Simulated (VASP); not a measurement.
# Zn: single point with PBEsol

Zn:

```xyz
1
Lattice="0.0000 1.9648 1.9648 1.9648 0.0000 1.9648 1.9648 1.9648 0.0000" Properties=species:S:1:pos:R:3 pbc="T T T"
Zn    0.0000    0.0000    0.0000
```

This isn't the form of Zn at room conditions, which is hcp.

```yaml
Program: VASP 6.6.1
Task: single point
Functional: PBEsol
Potentials_or_basis: VASP PAW PBE potentials, release 64 (Zn)
Cutoff: 520 eV
k_mesh: 12 × 12 × 12
Occupations: fermi-dirac, width 0.05 eV
Spin: no spin polarisation
Ladder: free
Further_INCAR_settings: ALGO = Normal; EDIFF = 1e-07; NBANDS = 12
```

- Pressure: -4.9 GPa
- Band gap on the k mesh: none (metal or under the smearing width)

Levels at points of the mesh, in eV from the Fermi level:
```
           k point  band 2  band 3  band 4  band 5  band 6  band 7  band 8  band 9  band 10  band 11
(0.00, 0.00, 0.00)   -7.53   -7.53   -7.53   -7.15   -7.15   18.30   18.30   18.30    18.97    21.08
(0.50, 0.00, 0.00)   -7.54   -7.54   -6.87   -6.87   -2.86   -1.33   15.28   15.28    17.50    18.99
(0.50, 0.50, 0.00)   -8.15   -6.88   -6.79   -6.79   -0.95    1.78    8.46    8.46    12.14    13.29
```

It took 8.8 s on 1 thread of Intel(R) Xeon(R) 6975P-C (Granite Rapids), with other jobs on the host, peak memory 0.14 GiB.

Caveat: the PAW data sets were made with another functional, which shifts forces and pressure a little.
